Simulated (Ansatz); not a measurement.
# Si: how the settings move a single-point run

How sensitive is a single-point run of Si to its settings? A reference run comes first, then one run with altered input.

Method: reference: DFT, r2SCAN, all-electron PAW with datasets made for the crystal, scalar-relativistic, in Ansatz 0.2.0.

1 further run of the same task is left out (it didn't finish).

### 1 Starting point

Symmetry: P-1, No. 2, triclinic system. Conventional cell: a = 2.659 Å, b = 3.607 Å, c = 3.607 Å, α = 82.20°, β = 68.38°, γ = 68.38°. Si (site symmetry 1) is surrounded by 6 Si at 2.43 to 2.66 Å.

Cell or atoms stand a little off a more symmetric structure (I4_1/amd at a tolerance of 0.3 Å), so results at this geometry aren't those of that ideal crystal.

As a file:

```
CELL_PARAMETERS angstrom
-2.37137 2.37137 1.32927
2.37137 -2.37137 1.32927
2.37137 2.37137 -1.32927
ATOMIC_POSITIONS crystal
Si 0.25000 0.75000 0.50000
Si 0.51695 0.51695 0.01217
```

### 2 Reference

The input, input.yaml:

```yaml
crystal:
  lattice:
    - [-2.3713723045, 2.3713723045, 1.3292653899]
    - [2.3713723045, -2.3713723045, 1.3292653899]
    - [2.3713723045, 2.3713723045, -1.3292653899]
  atoms:
    - { symbol: Si, position: [0.25, 0.75, 0.5] }
    - { symbol: Si, position: [0.5169454001, 0.5169454001, 0.0121735419] }
kpoints:
  mp_grid: { grid: [16, 16, 16] }
scf:
  occupations: { method: fermi_dirac, width: 0.08 }
hamiltonian:
  xc: r2scan
  pseudopotentials: { kind: all_electron, datasets: crystal }
output:
  forces: true
  stress: true
  eigenvalues: true
  efg: { contact_densities: true }
```

Command:

```
> ansatz run input.yaml --threads 1 --pin off --max-ram 2048MiB --backend cpu --events-out ev --progress --plain --runs-dir out
```

### 3 A run with other settings

Edit input.yaml of step 2 so:

```diff
@@ -12,2 +12,3 @@
   occupations: { method: fermi_dirac, width: 0.08 }
+  convergence: { dr2_threshold: 0.0001 }
 hamiltonian:
```

(Steps that only read results are left out.)

**Question.** What will these runs give? Wanted: for each run, ending; energy change; pressure; gap; force.

The runs gave:

```tsv
run	ending	energy change	pressure (GPa)	gap (eV)	force (eV/Å)	cycles	time
reference	converged	0	2.6	0.00	0.24	8	92 s
1: dr2_threshold 0.0001	converged	0.0 meV/atom	2.7	0.00	0.24	6	93 s
```

Residual by cycle in the longest SCF loop of each run; runs are numbered as in the table. The quantity is the density residual dr2, in eV.

```tsv
cycle	reference	run 1
1	0.163	0.163
2	0.0699	0.0699
3	0.0016	0.0206
4	1.6e-4	2.6e-4
5	2.3e-5	5.1e-5
6	1.0e-5	5.2e-6
7	1.2e-6	-
8	1.6e-8	-
```

The changed convergence setting doesn't alter the result here (within 0.5 meV/atom). Cost: 6 SCF cycles against 8.
